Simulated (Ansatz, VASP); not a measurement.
**TiC (TiC strained to the junction's net) in two plane-wave programs**

One calculation is typed for both programs; each brings its own data sets. How far apart do they land? The cell is generated by rule, not measured, and may not be a known phase. The structure shown is the end of the Ansatz relaxation below.

Main program and level: Ansatz 0.2.0; plane waves, with VASP 6.6.1 beside it; single point at PBE with D3(BJ).

## (1) The structure

The structure is trigonal, space group R-3m (No. 166). The conventional cell has a = 3.170 Å, b = 3.170 Å, c = 7.232 Å, α = 90.00°, β = 90.00°, γ = 120.00°. Nearest to Ti lie 6 C at 2.19 Å. Nearest to C lie 6 Ti at 2.19 Å. Farther neighbours are not listed.

## (2) Ansatz: relaxation, PBE with D3(BJ)

Ansatz runs on its default PAW (the set named soft_2) files.

This run makes the geometry at which the two programs are then compared.

input.yaml

```yaml
crystal:
  lattice:
    - [3.17, 0.0, 0.0]
    - [-1.585, 2.74530053, 0.0]
    - [0.0, 0.0, 7.3142082553]
  atoms:
    - { symbol: Ti, position: [0.0, 0.0, 0.0] }
    - { symbol: C, position: [0.3333333333, 0.6666666667, 0.1666666667] }
    - { symbol: Ti, position: [0.6666666667, 0.3333333333, 0.3333333333] }
    - { symbol: C, position: [0.0, 0.0, 0.5] }
    - { symbol: Ti, position: [0.3333333333, 0.6666666667, 0.6666666667] }
    - { symbol: C, position: [0.6666666667, 0.3333333333, 0.8333333333] }
kpoints:
  mp_grid: { grid: [12, 12, 4] }
scf:
  occupations: { method: fermi_dirac, width: 0.1 }
  max_iter: 150
hamiltonian:
  xc: pbe
  dispersion: d3bj
relax:
  f_tol: 0.01
  max_steps: 40
  cell: { fix: [a, b, angles] }
```

The run is started by

```bash
ansatz run input.yaml --threads 4 --pin off --max-ram 16384MiB --backend cpu --events-out ev --progress --plain --runs-dir out
```

Numbers of over 12 decimals in the logs are rounded to 6 here.

The program printed:

```text
Engine: ansatz 0.2.0, aarch64-unknown-linux-gnu
Pseudopotentials: kind: paw
Pseudopotential: Ti, paw, valence charge 12, recommended cutoff 420 eV (normal), Ti.paw.azcp
Pseudopotential: C, paw, valence charge 4, recommended cutoff 420 eV (normal), C.paw.azcp
Functional definition: PBE
  parameter kappa = 0.804
  parameter beta = 0.066725
  exchange = pbe_x(kappa = kappa, mu = beta*pi^2/3)
  correlation = pbe_c(beta = beta)
Crystal: 6 atoms, lattice volume = 63.653 Å³
Basis set: ecut = 420 eV, 1213 PW (Γ), exchange–correlation on 48×48×100 points (8 copies of the dense FFT grid, shifted against one another)
Bands: 30, of which v1, the nominal top of the filled ones, is band 24 counted from 1 (23 counted from 0)
Symmetry: 36 space group operations
Space group: R-3m (ITA 166), of the structure as read, at distance tolerance 4.0e-5 Å
k-points: 69 of 576
Non-local potential: Ti, projectors of the file, l = 0: 3, l = 1: 2, l = 2: 3, l = 3: 1
Non-local potential: C, projectors of the file, l = 0: 2, l = 1: 2, l = 2: 1
PAW form: soft (Blöchl's): semilocal exchange-correlation on the pseudo side does not see the compensation charge
PAW one-centre angular grid: Ti, 590 points (default); XC on 64 Gauss nodes
PAW one-centre angular grid: C, 110 points (default); XC on 64 Gauss nodes
Initial density: superposition of atomic densities (neutral atoms: chi_scale 0, normalization atom), corrected by the library's trained network
Initial wavefunctions: pseudopotential atomic-orbital guess
Functional: x = pbe(κ = 0.804, μ = 0.219515), c = pbe(β = 0.066725)
SCF iter   1: F=—  HF=-8259.160242 eV  |F-HF|=—  |Δ(HF+E_count)|=         —  Δρ=3.86e-3  dr2=6.32e-3  ethr=1.77e-3  ⟨swp⟩=4.0  Hψ=7755  notcnv=0
preconditioner: auto → Kerker (q_TF=auto, 2.603 Å⁻¹)  [metal: Δε(μ)=0.140 eV  Ē_g=6.526 eV  σ=0.100 eV  W_gap=0.34  n_scr=24 (ndim 8)  ℏωp=22.8 eV  f_vac=0.000  D(μ)=0.94/eV (n_scr^D=2)]
SCF iter   2: F=—  HF=-8259.159054 eV  |F-HF|=—  |Δ(HF+E_count)|=   1.19e-3  Δρ=1.85e-3  dr2=9.78e-4  ethr=1.32e-5  ⟨swp⟩=2.2  Hψ=3212  notcnv=0
SCF iter   3: F=—  HF=-8259.159086 eV  |F-HF|=—  |Δ(HF+E_count)|=   3.23e-5  Δρ=1.03e-3  dr2=3.09e-4  ethr=2.04e-6  ⟨swp⟩=2.0  Hψ=2497  notcnv=0
SCF iter   4: F=—  HF=-8259.159097 eV  |F-HF|=—  |Δ(HF+E_count)|=   1.10e-5  Δρ=1.32e-4  dr2=9.22e-6  ethr=6.44e-7  ⟨swp⟩=2.2  Hψ=2544  notcnv=0
SCF iter   5: F=—  HF=-8259.159090 eV  |F-HF|=—  |Δ(HF+E_count)|=   7.14e-6  Δρ=2.68e-5  dr2=2.69e-7  ethr=1.92e-8  ⟨swp⟩=2.0  Hψ=2895  notcnv=0
SCF iter   6: F=-8259.159090 eV  HF=-8259.159090 eV  |F-HF|=1.31e-9  |Δ(HF+E_count)|=   9.50e-9  Δρ=8.89e-6  dr2=3.37e-8  ethr=2.08e-10  ⟨swp⟩=4.0  Hψ=6313  notcnv=0
SCF 1 converged in 6 iterations: F = -8259.159090 eV  dr2 = 3.37e-8
  greatest PAW one-centre occupation: 0.999 electrons in one spin orbital (limit 2), on the Ti atom at site 4 (counted from 0), in its partial waves of l = 0
relax step   1: F+E_penalty+E_count = -8259.15909023 eV  Δ(F+E_penalty+E_count) = +0.000e0 eV  max|allowed force component| = 3.186e-26 eV/Å  Δτ_max = 0.0000 Å  P = -16.351 GPa  Ω = 63.653 Å³  fix = [a, b, alpha, beta, gamma]  reactions: a -22.284, b -22.284 GPa  (6 SCF iters, dr2 threshold 1.00e-7 eV, accepted)
[...]
relax step   3: F+E_penalty+E_count = -8259.17016761 eV  Δ(F+E_penalty+E_count) = -8.884e-4 eV  max|allowed force component| = 1.554e-25 eV/Å  Δτ_max = 0.0000 Å  P = -14.086 GPa  Ω = 62.948 Å³  energy of the carried Pulay correction = +1.117e-3 eV  fix = [a, b, alpha, beta, gamma]  reactions: a -21.118, b -21.118 GPa  (5 SCF iters, dr2 threshold 6.00e-7 eV, accepted)
[...]
relax step   4: F+E_penalty+E_count = -8259.16911288 eV  Δ(F+E_penalty+E_count) = +1.055e-3 eV  max|allowed force component| = 5.477e-26 eV/Å  Δτ_max = 0.0000 Å  P = -14.105 GPa  Ω = 62.948 Å³  fix = [a, b, alpha, beta, gamma]  reactions: a -21.127, b -21.127 GPa  stress off target by 5.98e-2 GPa on what of the cell is left free  SCF on the basis re-selected at this cell (its energy is not comparable with the rows above)  (5 SCF iters)
[...]
relax step   5: F+E_penalty+E_count = -8259.16912945 eV  Δ(F+E_penalty+E_count) = -1.658e-5 eV  max|allowed force component| = 7.012e-26 eV/Å  Δτ_max = 0.0000 Å  P = -14.074 GPa  Ω = 62.939 Å³  energy of the carried Pulay correction = +1.484e-5 eV  fix = [a, b, alpha, beta, gamma]  reactions: a -21.111, b -21.111 GPa  (4 SCF iters, dr2 threshold 8.93e-9 eV, accepted)
[...]
relax step   6: F+E_penalty+E_count = -8259.16912269 eV  Δ(F+E_penalty+E_count) = +6.767e-6 eV  max|allowed force component| = 7.165e-26 eV/Å  Δτ_max = 0.0000 Å  P = -14.074 GPa  Ω = 62.939 Å³  fix = [a, b, alpha, beta, gamma]  reactions: a -21.111, b -21.111 GPa  stress off target by 7.50e-4 GPa on what of the cell is left free  SCF on the basis re-selected at this cell (its energy is not comparable with the rows above)  (4 SCF iters)
basis re-selected at this cell: Δ(F+E_penalty+E_count) = +6.767e-6 eV, ΔP = -0.000 GPa vs the last step (what re-selecting the basis moved, of the pressure what is left beyond the Pulay correction that the steps carried, after the strain that the cell walked since its last selection, with what the two solves' SCF thresholds leave and, on support functions, any second-order correction that the steps lacked; it is no m [...]
SCF converged after 4 iterations
Free energy (F): -8259.169123 eV
Harris-Foulkes:  -8259.169123 eV  (|F-HF|=0.00e0)
Internal energy: -8259.138058 eV  (E = F + TS)
E sigma→0 (E₀):  -8259.153590 eV
Entropy (-TS):   -0.031064 eV (-5.177 meV/atom)
Fermi energy:    14.208213 eV
--- Per-component energies (eV) ---
  E_band       = -358.700349
  E_kinetic    = 1080.974607
  E_local      = -2383.924214  (includes V_loc(G=0)·N_el)
  E_nonlocal   = 95.716056
  E_hartree    = 961.609493
  E_xc         = -440.424182
  E_vxc        = -549.836465  (∫ρ·V_xc dr)
  E_paw        = -3435.131694  (= ΣΔE_a)
  E_vpaw       = -524.849748  (= ΣTr[D̂ρ^β])
  E_aug_tail   = 0.000405  (compensation charges beyond the density's cutoff)
  E_ewald      = -4135.372650
  E_disp       = -2.585879  (pairwise vdW)
  E_smearing   = -0.031064  (= −TS)
  E_closure    = 0.000000  (closes the sum)
  Σ components = -8259.169123   (vs F -8259.169123, Δ=0.00e0)
--- Forces (eV/Å), atoms counted from 1 ---
  atom   1  Ti     0.00000000     0.00000000     0.00000000
  atom   2  C      0.00000000     0.00000000     0.00000000
  atom   3  Ti    -0.00000000    -0.00000000    -0.00000000
  atom   4  C      0.00000000     0.00000000     0.00000000
  atom   5  Ti     0.00000000     0.00000000     0.00000000
  atom   6  C     -0.00000000    -0.00000000     0.00000000
  max |Σ_I F_I| component: 6.75e-26 eV/Å
--- Stress (GPa, compression-positive) ---
      -21.111013       0.000000       0.000000
       -0.000000     -21.111013      -0.000000
       -0.000000      -0.000000      -0.000750
  P = ⅓ Tr σ = -14.0743 GPa (-140.743 kbar)
--- Relaxed structure (4 steps of the walk, 4 accepted, 2 SCFs on fresh bases) ---
  F+E_penalty+E_count = -8259.16912269 eV   max|allowed force component| = 7.165e-26 eV/Å   (the final SCF, on the basis selected at the relaxed cell)
  cell:  # Å, volume = 62.9387 Å³
    - [3.170000, 0, 0]
    - [-1.585000, 2.745301, 0]
    - [0, 0, 7.232170]
  atoms:
    - { symbol: Ti, position: [0, 0, 0] }
    - { symbol: C, position: [0.333333, 0.666667, 0.166667] }
    - { symbol: Ti, position: [0.666667, 0.333333, 0.333333] }
    - { symbol: C, position: [0, 0, 0.5] }
    - { symbol: Ti, position: [0.333333, 0.666667, 0.666667] }
    - { symbol: C, position: [0.666667, 0.333333, 0.833333] }
```

## (3) VASP: single point, PBE with D3(BJ)

The same cell, functional, mesh and smearing now go to VASP, with its own data sets.

Lines of VASP's logs that name or quote its potential files are left out, and so is its time.

INCAR

```
SYSTEM = TiC
PREC = Accurate
ENCUT = 600
EDIFF = 1E-06
NELM = 120
ISMEAR = -1
SIGMA = 0.1
LREAL = .FALSE.
ALGO = Normal
GGA = PE
IVDW = 12
NBANDS = 30
LASPH = .TRUE.
LORBIT = 11
LWAVE = .FALSE.
LCHARG = .FALSE.
ISIF = 2
GGA_COMPAT = .FALSE.
KPAR = 2
```

POSCAR

```
TiC
1.0
    3.1700000000      0.0000000000      0.0000000000
   -1.5850000000      2.7453005300      0.0000000000
    0.0000000000      0.0000000000      7.2321702138
Ti C
3 3
Direct
    0.0000000000      0.0000000000      0.0000000000
    0.6666666667      0.3333333333      0.3333333333
    0.3333333333      0.6666666667      0.6666666667
    0.3333333333      0.6666666667      0.1666666667
    0.0000000000      0.0000000000      0.5000000000
    0.6666666667      0.3333333333      0.8333333333
```

KPOINTS

```
Automatic mesh
0
Gamma
12 12 4
0 0 0
```

PAW data sets: Ti_sv and C (PBE family, release 64).

The run is started by

```bash
mpirun -np 2 vasp_std
```

The program printed:

```text
[banner, memory and clock lines left out]
running    2 mpi-ranks, on    1 nodes
 distrk:  each k-point on    1 cores,    2 groups
 distr:  one band on    1 cores,    1 groups

 POSCAR found type information on POSCAR TiC
 POSCAR found :  2 types and       6 ions
 LDA part: xc-table for (Slater+PW92), standard interpolation
 POSCAR, INCAR and KPOINTS ok, starting setup
 FFT: planning ... GRIDC
 FFT: planning ... GRID_SOFT
 FFT: planning ... GRID
 WAVECAR not read
 entering main loop
       N       E                     dE             d eps       ncg     rms          rms(c)
DAV:   1     0.621962391075E+03    0.62196E+03   -0.25885E+04  4156   0.215E+03
DAV:   2     0.244635290292E+02   -0.59750E+03   -0.58052E+03  4140   0.600E+02
DAV:   3    -0.662356174959E+02   -0.90699E+02   -0.87033E+02  7102   0.188E+02
DAV:   4    -0.726304064706E+02   -0.63948E+01   -0.63630E+01  6104   0.478E+01
DAV:   5    -0.729222170342E+02   -0.29181E+00   -0.29166E+00  6190   0.940E+00    0.306E+01
DAV:   6    -0.578963400912E+02    0.15026E+02   -0.15267E+02  5774   0.844E+01    0.121E+01
DAV:   7    -0.559661683335E+02    0.19302E+01   -0.25030E+01  5766   0.331E+01    0.695E+00
DAV:   8    -0.559048141378E+02    0.61354E-01   -0.18524E+00  5604   0.110E+01    0.163E+00
DAV:   9    -0.558966446350E+02    0.81695E-02   -0.23523E-01  6246   0.382E+00    0.871E-01
DAV:  10    -0.559061605364E+02   -0.95159E-02   -0.75380E-02  5606   0.272E+00    0.706E-01
DAV:  11    -0.559017970060E+02    0.43635E-02   -0.32335E-02  5472   0.167E+00    0.592E-02
DAV:  12    -0.559018694565E+02   -0.72450E-04   -0.12849E-03  5914   0.232E-01    0.640E-02
DAV:  13    -0.559018303697E+02    0.39087E-04   -0.14485E-04  5904   0.898E-02    0.238E-02
DAV:  14    -0.559018278232E+02    0.25465E-05   -0.28404E-05  5564   0.351E-02    0.938E-03
DAV:  15    -0.559018272836E+02    0.53959E-06   -0.13217E-06  3670   0.872E-03
   1 F= -.58487045E+02 E0= -.58471478E+02  d E =-.311326E-01
```

From OUTCAR (step 3):

```text
ion  position               nearest neighbor table
   1  0.000  0.000  0.000-   4 2.19   6 2.19   6 2.19   4 2.19   6 2.19   4 2.19
   2  0.667  0.333  0.333-   4 2.19   4 2.19   5 2.19   4 2.19   5 2.19   5 2.19
   3  0.333  0.667  0.667-   6 2.19   6 2.19   5 2.19   6 2.19   5 2.19   5 2.19
   4  0.333  0.667  0.167-   2 2.19   2 2.19   1 2.19   2 2.19   1 2.19   1 2.19
   5  0.000  0.000  0.500-   2 2.19   3 2.19   2 2.19   3 2.19   2 2.19   3 2.19
   6  0.667  0.333  0.833-   3 2.19   3 2.19   1 2.19   3 2.19   1 2.19   1 2.19

  LATTYP: Found a hexagonal cell.
 ALAT       =     3.1700000000
 C/A-ratio  =     2.2814417078

 Subroutine GETGRP returns: Found 12 space group operations
 (whereof 12 operations were pure point group operations)

The static configuration has the point symmetry D_3d.

 Found     69 irreducible k-points:

   k-points           NKPTS =     69   k-points in BZ     NKDIM =     69   number of bands    NBANDS=     30

   dimension x,y,z NGX =    28 NGY =   28 NGZ =   60
   dimension x,y,z NGXF=    56 NGYF=   56 NGZF=  120

   ENCUT  =  600.0 eV  44.10 Ry    6.64 a.u.   6.33  6.33 14.44*2*pi/ulx,y,z

   NELECT =      48.0000    total number of electrons

 k-points in reciprocal lattice and weights: Automatic mesh
   0.00000000  0.00000000  0.00000000       0.002
   0.08333333  0.00000000  0.00000000       0.010
   0.16666667  0.00000000  0.00000000       0.010
   0.25000000 -0.00000000  0.00000000       0.010
   0.33333333 -0.00000000  0.00000000       0.010
   0.41666667  0.00000000  0.00000000       0.010
   0.50000000 -0.00000000  0.00000000       0.005
   0.08333333  0.08333333  0.00000000       0.010
   0.16666667  0.08333333  0.00000000       0.021
[...]
0.33333333  0.25000000  0.50000000       0.021
   0.33333333  0.33333333  0.50000000       0.003

 average (electrostatic) potential at core
       1 -71.6582       2 -71.6582       3 -71.6582       4 -44.8422       5 -44.8422
       6 -44.8422

 E-fermi :   9.0953

 k-point     1 :       0.0000    0.0000    0.0000
  band No.  band energies     occupation
    ...
     17       5.2732      2.00000
     18       6.4394      2.00000
     19       6.4394      2.00000
     20       6.4394      2.00000
     21       6.4394      2.00000
     22       9.4827      0.04073
     23       9.4827      0.04073
     24      10.1444      0.00006
     25      10.5050      0.00000
     26      10.5050      0.00000
    ...

 k-point     2 :       0.0833    0.0000    0.0000
  band No.  band energies     occupation
    ...
     19       6.4171      2.00000
     20       6.6078      2.00000
     21       6.6491      2.00000
     22       8.9335      1.66920
     23       9.1170      0.89232
     24       9.4881      0.03864
     25      10.1562      0.00005
     26      10.2861      0.00001
     27      10.8277      0.00000
     28      11.0298      0.00000
    ...

 k-point     3 :       0.1667    0.0000    0.0000
  band No.  band energies     occupation
    ...
     20       6.6398      2.00000
     21       6.9845      2.00000
     22       7.7921      2.00000
     23       8.4116      1.99786
     24       8.5120      1.99416
     25      10.2408      0.00002
     26      10.2613      0.00002
     27      10.4763      0.00000
     28      10.9458      0.00000
     29      11.5236      0.00000
    ...

 Edisp (eV)   -2.58522

  Total      -8.20834    -8.20834     0.04843     0.00000    -0.00000     0.00000
  in kB    -208.95266  -208.95266     1.23283     0.00000    -0.00000     0.00000
  external pressure =     -138.89 kB  Pullay stress =        0.00 kB

  energy-cutoff  :      600.00
  volume of cell :       62.94
      direct lattice vectors                 reciprocal lattice vectors
     3.170000000  0.000000000  0.000000000     0.315457413  0.182129422  0.000000000
    -1.585000000  2.745300530  0.000000000     0.000000000  0.364258845  0.000000000
     0.000000000  0.000000000  7.232170214     0.000000000  0.000000000  0.138271082

 POSITION                                       TOTAL-FORCE (eV/Angst)
 -----------------------------------------------------------------------------------
      0.00000      0.00000      0.00000         0.000000      0.000000     -0.000000
      1.58500      0.91510      2.41072         0.000000     -0.000000      0.000000
     -0.00000      1.83020      4.82145        -0.000000      0.000000     -0.000000
     -0.00000      1.83020      1.20536        -0.000000      0.000000     -0.000000
      0.00000      0.00000      3.61609        -0.000000      0.000000     -0.000000
      1.58500      0.91510      6.02681        -0.000000     -0.000000     -0.000000
 -----------------------------------------------------------------------------------
    total drift:                               -0.000000      0.000000      0.000000

  FREE ENERGIE OF THE ION-ELECTRON SYSTEM (eV)
  ---------------------------------------------------
  free  energy   TOTEN  =       -58.4870447577 eV

  energy  without entropy=      -58.4559121175  energy(sigma->0) =      -58.47147844

 total charge
# of ion       s       p       d       tot
------------------------------------------
    1        2.192   6.228   1.919  10.339
    2        2.192   6.228   1.919  10.339
    3        2.192   6.228   1.919  10.339
    4        0.891   1.482   0.000   2.373
    5        0.891   1.482   0.000   2.373
    6        0.891   1.482   0.000   2.373
--------------------------------------------------
tot          9.249  23.131   5.756  38.136

[... 3 further parts left out ...]
```

Dispersion corrections of this kind ignore metallic screening and tend to overbind metals.

## (4) Comparison

Known differences besides the potentials themselves: the cutoff is 420 eV in Ansatz and 600 eV in VASP; Ansatz's pressure holds a Pulay correction, VASP's none. Total energies have different zeros and are not compared.

The two programs side by side:

| quantity | Ansatz | VASP | difference |
| --- | --- | --- | --- |
| pressure (GPa) | -14.07 | -13.89 | -0.19 |

## (5) Summary of results

| Quantity | Value |
| --- | --- |
| difference in pressure (single point, PBE with D3(BJ)) | -0.19 GPa |

The difference in pressure is -0.19 GPa (single point, PBE with D3(BJ)), within the 1 GPa picked in this series as the mark of a large difference. How closely two codes agree says nothing of how well the functional describes the real material.

[Lines on the potential files, build, host, timing and source positions are cut from VASP's logs without a mark.]

[Logs are printed without paths, hosts, clocks, repeated set-up lines and the standing remarks that a program may print on its own settings, such as how far it seeks lower states.]

[Hosts, paths, dates, database ids (printed as entryN), source tags and the programs' standing remarks are cut or masked in the printed files.]
